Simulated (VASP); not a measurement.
# CdS (Fm-3m) in VASP: notebook, part 3 of 3

VASP 6.6.1.

## (5) G0W0 quasiparticle levels, PBE

The input, POSCAR:

```
CdS
1.0
    0.0000000000      2.7532440000      2.7532440000
    2.7532440000      0.0000000000      2.7532440000
    2.7532440000      2.7532440000      0.0000000000
Cd S
1 1
Direct
    0.0000000000      0.0000000000      0.0000000000
    0.5000000000      0.5000000000      0.5000000000
```

The input, INCAR.step1:

```
PREC = Accurate ; ENCUT = 450
EDIFF = 1E-8 ; ISMEAR = 0
SIGMA = 0.01 ; LREAL = F
LASPH = T ; NELM = 60
ALGO = Normal ; LWAVE = T
LCHARG = F ; GGA = PE
```

The input, INCAR.step2:

```
PREC = Accurate ; ENCUT = 450
EDIFF = 1E-8 ; ISMEAR = 0
SIGMA = 0.01 ; LREAL = F
LASPH = T ; NELM = 1
ALGO = Exact ; LWAVE = T
LCHARG = F ; GGA = PE
NBANDS = 59 ; LOPTICS = T
ISTART = 1
```

The input, INCAR.step3:

```
PREC = Accurate ; ENCUT = 450
EDIFF = 1E-8 ; ISMEAR = 0
SIGMA = 0.01 ; LREAL = F
LASPH = T ; ALGO = EVGW0
LWAVE = F ; LCHARG = F
GGA = PE ; NELMGW = 1
NBANDS = 59 ; ENCUTGW = 150
NOMEGA = 48 ; PRECFOCK = Fast
ISTART = 1 ; NBANDSGW = 17
```

The input, KPOINTS:

```
Automatic mesh
0
Gamma
  2 2 2
```

Potentials or basis: VASP PAW PBE potentials, release 64 (Cd_GW, S_GW).

On the command line:

```sh
> cat potpaw_PBE.64/Cd_GW/POTCAR potpaw_PBE.64/S_GW/POTCAR > POTCAR
> cp INCAR.step1 INCAR
> mpirun -np 1 vasp_std > vasp.out
> cp INCAR.step2 INCAR
> mpirun -np 1 vasp_std > vasp.out
> cp INCAR.step3 INCAR
> mpirun -np 1 vasp_std > vasp.out
```

OUTCAR:

```text
PREC = Accurate
   ENCUT = 450
   EDIFF = 1E-8
   ISMEAR = 0
   LREAL = F
   LASPH = T
   GGA = PE
   NELMGW = 1
   ENCUTGW = 150
   PRECFOCK = Fast
   ISTART = 1

 Found      3 irreducible k-points:

 Following reciprocal coordinates:
            Coordinates               Weight
  0.000000  0.000000  0.000000      1.000000
  0.500000  0.000000  0.000000      4.000000
  0.500000  0.500000  0.000000      3.000000
   k-points           NKPTS =      3   k-points in BZ     NKDIM =      8   number of bands    NBANDS=     59
   number of dos      NEDOS =    301   number of ions     NIONS =      2
   total plane-waves  NPLWV =  21952
   dimension x,y,z NGX =    28 NGY =   28 NGZ =   28
   dimension x,y,z NGXF=    56 NGYF=   56 NGZF=   56
   ions per type =               1   1
   NGX,Y,Z   is equivalent  to a cutoff of  11.95, 11.95, 11.95 a.u.
   NGXF,Y,Z  is equivalent  to a cutoff of  23.91, 23.91, 23.91 a.u.
 SYSTEM =  unknown system
   PREC   = accura    normal or accurate (medium, high low for compatibility)
   ISTART =      1    job   : 0-new  1-cont  2-samecut
   ICHARG =      0    charge: 1-file 2-atom 10-const
   ISPIN  =      1    spin polarized calculation?
   LNONCOLLINEAR =      F non collinear calculations
   LSORBIT =      F    spin-orbit coupling
   LASPH  =      T    aspherical Exc in radial PAW
   ENCUT  =  450.0 eV  33.07 Ry    5.75 a.u.   6.73  6.73  6.73*2*pi/ulx,y,z
   NELM   =     60;   NELMIN=  2; NELMDL=  0     # of ELM steps
   EDIFF  = 0.1E-07   stopping-criterion for ELM
   LREAL  =      F    real-space projection
   EDIFFG = 0.1E-06   stopping-criterion for IOM
   NSW    =      0    number of steps for IOM
   IBRION =     -1    ionic relax: 0-MD 1-quasi-New 2-CG
   NFREE  =      0    steps in history (QN), initial steepest desc. (CG)
   ISIF   =      0    stress and relaxation
   ISYM   =      3    0-nonsym 1-usesym 2-fastsym
   POTIM  = 0.5000    time-step for ionic-motion
   TEBEG  =    0.0;   TEEND  =   0.0 temperature during run
   PSTRESS=    0.0 pullay stress
   NELECT =      18.0000    total number of electrons
   NUPDOWN=      -1.0000    fix difference up-down
   EMIN   =  10.00;   EMAX   =-10.00  energy-range for DOS
   EFERMI =   0.00;   METHOD = LEGACY
   ISMEAR =     0;   SIGMA  =   0.01  broadening in eV -4-tet -1-fermi 0-gaus
   EFERMI_NEDOS =   21; number of points for ismear=-14 and -15
   IALGO  =     38    algorithm
   IMIX   =      4    mixing-type and parameters
     AMIX     =   0.40;   BMIX     =  1.00
     AMIX_MAG =   1.60;   BMIX_MAG =  1.00
  volume/ion in A,a.u.               =      20.87       140.84
  Fermi-wavevector in a.u.,A,eV,Ry     =   1.236833  2.337275 20.813583  1.529755
  Thomas-Fermi vector in A             =   2.371425
   LORBIT       =      0    0 simple, 1 ext, 2 COOP (PROOUT), +10 PAW based schemes
   GGA     = PE    functional components
   LHFCALC =     T    Hartree Fock is set to
   PRECFOCK=fast      Normal, Fast or Accurate (Low or Medium for compatibility)
   ENCUT4O =  -1.0   cutoff for four orbital integrals eV
   NKREDX  =     1    reduce k-point grid by
   NKREDY  =     1    reduce k-point grid by
   NKREDZ  =     1    reduce k-point grid by
   AEXX    =    1.0000 exact exchange contribution
   HFSCREEN=    0.0000 screening length (either q_TF or 0.3 A-1)
   HFSCREENC=   0.0000 screening length for correlation (either q_TF or 0.3 A-1)
   ENCUTFOCK=  -1.0 apply spherical cutoff to Coloumb kernel
   IVDW    =     0    specifies the selected vdW correction
   LEPSILON=     F    determine dielectric tensor
   LRPA    =     F    only Hartree local field effects (RPA)
   LRPAFORCE           =     F    calculate RPA forces
   ENCUTGW             = 150.0    cutoff for response function in eV
   ENCUTGWSOFT         = 120.0    soft cutoff for Coulomb kernel in GW response function in eV
   ENCUTLF             =  -1.0    cutoff for local field effects
   NELMGW              =     1    number of iterations in solving QP/BSE equation
   NELMHF              =     1    number of iterations in the inner HF iteration
   NKREDLFX            =     1    NKREDLFY  =   1   NKREDLFZ  =   1
 non-spin polarized calculation
 Gauss-broadening in eV      SIGMA  =   0.01
  energy-cutoff  :      450.00
  volume of cell :       41.74
 maximum number of plane-waves:       934
 NGX is ok and might be reduce to    28
  NGX = 16; NGY = 16; NGZ = 16
   NGX = 13   NGY = 13   NGZ = 13
 maximum number of plane-waves:       190
 NGX is ok and might be reduce to    16

 QP shifts <psi_nk| G(iteration)W_0 |psi_nk>: iteration 1
 for sc-GW calculations column KS-energies equals QP-energies in previous step
 and V_xc(KS)=  KS-energies - (<T + V_ion + V_H > + <T+V_H+V_ion>^1  + <V_x>^1)

 k-point   1 :       0.0000    0.0000    0.0000
  band No.  KS-energies  QP-energies   sigma(KS)   V_xc(KS)     V^pw_x(r,r')   Z            occupation Imag(sigma)

      1      -8.0854      -8.3083     -12.9440     -12.6179     -20.5060       0.6837       2.0000       1.6171
      2      -3.3521      -4.4646     -16.9425     -15.3991     -23.2010       0.7208       2.0000       0.6118
      3      -3.3521      -4.4646     -16.9425     -15.3991     -23.2010       0.7208       2.0000       0.6118
      4      -3.3521      -4.4646     -16.9425     -15.3991     -23.2010       0.7208       2.0000       0.6118
      5      -3.3382      -4.4789     -17.0915     -15.5379     -23.4537       0.7342       2.0000       0.6487
      6      -3.3382      -4.4789     -17.0915     -15.5379     -23.4537       0.7342       2.0000       0.6487
[... 9 lines left out ...]
     16      15.6155      16.1304      -9.5056     -10.1525      -3.6482       0.7959       0.0000      -0.7057
     17      15.6495      15.3026      -7.1538      -6.7214      -1.6961       0.8021       0.0000      -0.5110
[... 25 lines left out ...]
      1      -7.2195      -7.5073     -14.0531     -13.6200     -21.4976       0.6645       2.0000       1.2882
      2      -3.4952      -4.6162     -16.7274     -15.1800     -22.9345       0.7244       2.0000       0.6169
      3      -3.2364      -4.3845     -17.2108     -15.6437     -23.5853       0.7326       2.0000       0.6384
      4      -3.1006      -4.2273     -17.2403     -15.6828     -23.5294       0.7234       2.0000       0.5738
      5      -3.1006      -4.2273     -17.2403     -15.6828     -23.5294       0.7234       2.0000       0.5738
      6      -2.3791      -3.3290     -17.1765     -15.8743     -23.3664       0.7295       2.0000       0.6719
[... 9 lines left out ...]
     16      18.8734      19.6337     -10.4778     -11.4513      -4.5781       0.7810       0.0000      -0.7108
     17      18.8734      19.6337     -10.4778     -11.4513      -4.5781       0.7810       0.0000      -0.7108
```

OUTCAR.step1:

```text
PREC = Accurate
   ENCUT = 450
   EDIFF = 1E-8
   ISMEAR = 0
   LREAL = F
   LASPH = T
[... 153 lines left out ...]
 -----------------------------------------------------------------------------------
      0.00000      0.00000      0.00000        -0.000000      0.000000     -0.000000
      2.75324      2.75324      2.75324         0.000000     -0.000000      0.000000
 -----------------------------------------------------------------------------------
    total drift:                                0.000000      0.000000      0.000000

  FREE ENERGIE OF THE ION-ELECTRON SYSTEM (eV)
  ---------------------------------------------------
  free  energy   TOTEN  =        -4.1483517631 eV

  energy  without entropy=       -4.1434513923  energy(sigma->0) =       -4.14590158
```

OUTCAR.step2:

```text
PREC = Accurate
   ENCUT = 450
   EDIFF = 1E-8
   ISMEAR = 0
   LREAL = F
[... 513 lines left out ...]
     0.00000    61.20546    61.20546    61.20546     0.00000     0.00000    -0.00000
     0.84013    81.26201    81.26201    81.26201     0.00000     0.00000    -0.00000
     1.68025   -35.52483   -35.52483   -35.52483     0.00000     0.00000    -0.00000
     2.52038   -24.10039   -24.10039   -24.10039     0.00000     0.00000    -0.00000
     3.36051   -12.89606   -12.89606   -12.89606    -0.00000    -0.00000     0.00000
     4.20063   -12.75933   -12.75933   -12.75933    -0.00000    -0.00000     0.00000
[... 92 lines left out ...]
    82.33240     0.85522     0.85522     0.85522     0.00000    -0.00000     0.00000
    83.17252     0.85900     0.85900     0.85900     0.00000    -0.00000     0.00000
```

Wall time 18 s (1 thread of Intel Xeon 6975P-C (Granite Rapids), shared host); peak memory 0.22 GiB.

The run converged, but some of its settings lie outside the range that counts as converged, so its numbers aren't taken as properties of the crystal.

What came out:

* Band gap on the k mesh, mean-field level: 0.01 eV, indirect (least direct gap 1.42 eV)
* Quasiparticle gap: 0.51 eV
* Least direct quasiparticle gap: 1.96 eV

Caveat: the k mesh is coarse (spacing up to 0.99 Å⁻¹), so the values aren't converged; bands, screening cutoff and mesh are small and nothing is extrapolated, so the quasiparticle values aren't converged.

## (6) G0W0 quasiparticle levels, PBE

POSCAR is that of step 5.

INCAR.step1 is that of step 5.

INCAR.step2 is that of step 5.

INCAR.step3: that of step 5 with these lines changed.

```diff
@@ -6,3 +6,3 @@
 GGA = PE ; NELMGW = 1
-NBANDS = 59 ; ENCUTGW = 150
+NBANDS = 59 ; ENCUTGW = 75
 NOMEGA = 48 ; PRECFOCK = Fast
```

The input, KPOINTS:

```
Automatic mesh
0
Gamma
  3 3 3
```

Potentials or basis: VASP PAW PBE potentials, release 64 (Cd_GW, S_GW).

On the command line:

```sh
> cat potpaw_PBE.64/Cd_GW/POTCAR potpaw_PBE.64/S_GW/POTCAR > POTCAR
> cp INCAR.step1 INCAR
> mpirun -np 1 vasp_std > vasp.out
> cp INCAR.step2 INCAR
> mpirun -np 1 vasp_std > vasp.out
> cp INCAR.step3 INCAR
> mpirun -np 1 vasp_std > vasp.out
```

OUTCAR:

```text
PREC = Accurate
   ENCUT = 450
   EDIFF = 1E-8
   ISMEAR = 0
   LREAL = F
   LASPH = T
   GGA = PE
   NELMGW = 1
   ENCUTGW = 75
   PRECFOCK = Fast
   ISTART = 1

 Found      4 irreducible k-points:

 Following reciprocal coordinates:
            Coordinates               Weight
  0.000000  0.000000  0.000000      1.000000
  0.333333  0.000000  0.000000      8.000000
  0.333333  0.333333  0.000000      6.000000
 -0.333333  0.333333  0.000000     12.000000
   k-points           NKPTS =      4   k-points in BZ     NKDIM =     27   number of bands    NBANDS=     59
   number of dos      NEDOS =    301   number of ions     NIONS =      2
[... 58 lines left out ...]
   ENCUTLF             =  -1.0    cutoff for local field effects
   NELMGW              =     1    number of iterations in solving QP/BSE equation
   NELMHF              =     1    number of iterations in the inner HF iteration
   NKREDLFX            =     1    NKREDLFY  =   1   NKREDLFZ  =   1
 non-spin polarized calculation
 Gauss-broadening in eV      SIGMA  =   0.01
  energy-cutoff  :      450.00
  volume of cell :       41.74
 maximum number of plane-waves:       906
  NGX = 16; NGY = 16; NGZ = 16
   NGX = 13   NGY = 13   NGZ = 13
 maximum number of plane-waves:        64
 NGX is ok and might be reduce to    14

 QP shifts <psi_nk| G(iteration)W_0 |psi_nk>: iteration 1
 for sc-GW calculations column KS-energies equals QP-energies in previous step
 and V_xc(KS)=  KS-energies - (<T + V_ion + V_H > + <T+V_H+V_ion>^1  + <V_x>^1)

 k-point   1 :       0.0000    0.0000    0.0000
  band No.  KS-energies  QP-energies   sigma(KS)   V_xc(KS)     V^pw_x(r,r')   Z            occupation Imag(sigma)

      1      -8.2276      -8.3752     -12.8996     -12.6776     -20.6296       0.6649       2.0000       1.5218
      2      -3.3313      -4.6951     -17.2929     -15.3687     -23.1447       0.7087       2.0000       0.5346
      3      -3.3313      -4.6951     -17.2929     -15.3687     -23.1447       0.7087       2.0000       0.5346
      4      -3.3313      -4.6951     -17.2929     -15.3687     -23.1447       0.7087       2.0000       0.5346
      5      -3.3249      -4.6823     -17.4117     -15.5045     -23.4091       0.7117       2.0000       0.5733
      6      -3.3249      -4.6823     -17.4117     -15.5045     -23.4091       0.7117       2.0000       0.5733
[... 59 lines left out ...]
      3      -3.4289      -4.7536     -16.9319     -15.0640     -22.7523       0.7091       2.0000       0.5577
      4      -3.2651      -4.6228     -17.2367     -15.3251     -23.0689       0.7103       2.0000       0.5387
      5      -3.1335      -4.5170     -17.5302     -15.5914     -23.3913       0.7136       2.0000       0.5286
      6      -2.8377      -4.0751     -17.3474     -15.6200     -23.2646       0.7163       2.0000       0.5725
[... 9 lines left out ...]
     16      19.7754      20.6421     -10.0567     -11.1813      -3.9643       0.7706       0.0000      -0.9192
     17      20.9739      21.9061     -10.0774     -11.2693      -4.0494       0.7821       0.0000      -0.9601
```

Wall time 20 s (1 thread of Intel Xeon 6975P-C (Granite Rapids), shared host); peak memory 0.22 GiB.

The run converged, but some of its settings lie outside the range that counts as converged, so its numbers aren't taken as properties of the crystal.

Results:

```
Band gap on the k mesh, mean-field level : 0.97 eV, indirect (least direct gap 1.47 eV)
Quasiparticle gap                        : 1.63 eV
Least direct quasiparticle gap           : 2.14 eV
```

Caveat: the k mesh is coarse (spacing up to 0.66 Å⁻¹), so the values aren't converged; bands, screening cutoff and mesh are small and nothing is extrapolated, so the quasiparticle values aren't converged; an odd mesh through Γ misses points on the zone boundary, where band edges often lie.
